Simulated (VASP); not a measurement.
Wanted: the native input for a VASP 6.6.1 run.

```yaml
Task: relaxation of cell and atoms
Functional: PBE
Dispersion: D3(BJ)
Potentials_or_basis: VASP PAW PBE potentials, release 64 (Ti_sv, Te)
Cutoff: 600 eV
k_mesh: 9 × 9 × 4
Occupations: gaussian, width 0.03 eV
Spin: no spin polarisation
Further_INCAR_settings: ALGO = Normal; EDIFF = 1e-06; IBRION = 2; EDIFFG = -0.01; NSW = 90; ISIF = 3
```

The structure of TiTe2 lies in POSCAR:

```
TiTe2
1.0
    3.7770000000      0.0000000000      0.0000000000
   -1.8885000000      3.2709779500      0.0000000000
    0.0000000000      0.0000000000      6.4980000000
Ti Te
1 2
Direct
    0.0000000000      0.0000000000      0.0000000000
    0.6666666700      0.3333333300      0.2628000000
    0.3333333300      0.6666666700      0.7372000000
```

One way to write it, as run:

INCAR

```
PREC = Accurate
ENCUT = 600
EDIFF = 1E-6
ISMEAR = 0
SIGMA = 0.03
LREAL = F
LASPH = T
NELM = 80
ALGO = Normal
ISIF = 3
LWAVE = F
LCHARG = F
GGA = PE
IVDW = 12
IBRION = 2
NSW = 90
EDIFFG = -0.01
```

KPOINTS

```
regular mesh
0
Gamma
  9 9 4
```

Potentials or basis: VASP PAW PBE potentials, release 64 (Ti_sv, Te).

Launch:

```sh
$ cat potpaw_PBE.64/Ti_sv/POTCAR potpaw_PBE.64/Te/POTCAR > POTCAR
$ mpirun -np 1 vasp_std > vasp.out
```

It gave:

```json
{
  "Relaxed volume": "25.11 Å³/atom",
  "Relaxed cell": "a = 3.702 Å, b = 3.702 Å, c = 6.347 Å, α = 90.00°, β = 90.00°, γ = 120.00°",
  "Space group after relaxing (to 0.05 Å)": "P-3m1 (No. 164)",
  "Energy gained by relaxing": "12.4 meV/atom",
  "Ionic steps": "15",
  "Pressure after relaxing": "0.0 GPa",
  "Band gap on the k mesh": "none (metal or under the smearing width)",
  "Dispersion energy per atom": "-0.524 eV"
}
```

Wall time 5 min on 1 thread of Intel(R) Xeon(R) 6975P-C (Granite Rapids) (shared host), peak memory 0.28 GiB.
